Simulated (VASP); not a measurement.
# InAs: restarted molecular dynamics, 2 variants

InAs, Fm-3m (no. 225), 8 atoms in the cell. PBE, molecular dynamics; PAW potentials In, As (PBE set).

| Restart from | Temperature at the end (K) | The same without a restart (K) | Potential energy at the end (eV/atom) | The same without a restart (eV/atom) | Electronic steps in the first step after the restart | Time (s) |
|---|---|---|---|---|---|---|
| CONTCAR with velocities, WAVECAR read | 1280.0 | 1280.0 | -3.33956 | -3.33955 | 4 | 214 |
| CONTCAR with velocities, no WAVECAR | 1280.0 | 1280.0 | -3.33956 | -3.33955 | 13 | 219 |

Limits: 180 fs of 8 atoms are too short for converged averages.

## Input of the first row

INCAR.step1:
```
SYSTEM = InAs
GGA = PE
PREC = Normal
ENCUT = 210
EDIFF = 1E-6
NELMIN = 4
NELM = 60
ALGO = Normal
LREAL = Auto
LASPH = .TRUE.
ISMEAR = 0
SIGMA = 0.05
ISYM = 0
LWAVE = .TRUE.
LCHARG = .FALSE.
IBRION = 0
NSW = 30
POTIM = 3.0
TEBEG = 1600
ISIF = 2
RANDOM_SEED = 82567 0 0
MDALGO = 1
ANDERSEN_PROB = 0.0
KPAR = 2
```

INCAR.step2, as INCAR.step1 but for:
```
- LWAVE = .TRUE.
+ LWAVE = .FALSE.
```

KPOINTS:
```
k-points
0
Monkhorst-Pack
  2 2 2
```

POSCAR.step1:
```
InAs
1.0
    5.7546080000      0.0000000000      0.0000000000
    0.0000000000      5.7546080000      0.0000000000
    0.0000000000      0.0000000000      5.7546080000
In As
4 4
Direct
    0.5000000000      0.0000000000      0.0000000000
    0.5000000000      0.5000000000      0.5000000000
    0.0000000000      0.0000000000      0.5000000000
    0.0000000000      0.5000000000      0.0000000000
    0.0000000000      0.0000000000      0.0000000000
    0.0000000000      0.5000000000      0.5000000000
    0.5000000000      0.0000000000      0.5000000000
    0.5000000000      0.5000000000      0.0000000000
```

Commands (each step's output is kept before the next begins):
```
cat potpaw_PBE.64/In/POTCAR potpaw_PBE.64/As/POTCAR > POTCAR
cp INCAR.step1 INCAR
cp POSCAR.step1 POSCAR
mpirun -np 2 vasp_std > vasp.out
cp CONTCAR POSCAR
cp INCAR.step2 INCAR
mpirun -np 2 vasp_std > vasp.out
```

Changes of the last row against the first:
```
(step 1)
- LWAVE = True
+ LWAVE = False
```

VASP 6.6.1 took 214 s on 2 cores (AMD EPYC 7R43 (Zen 3)), a shared host.
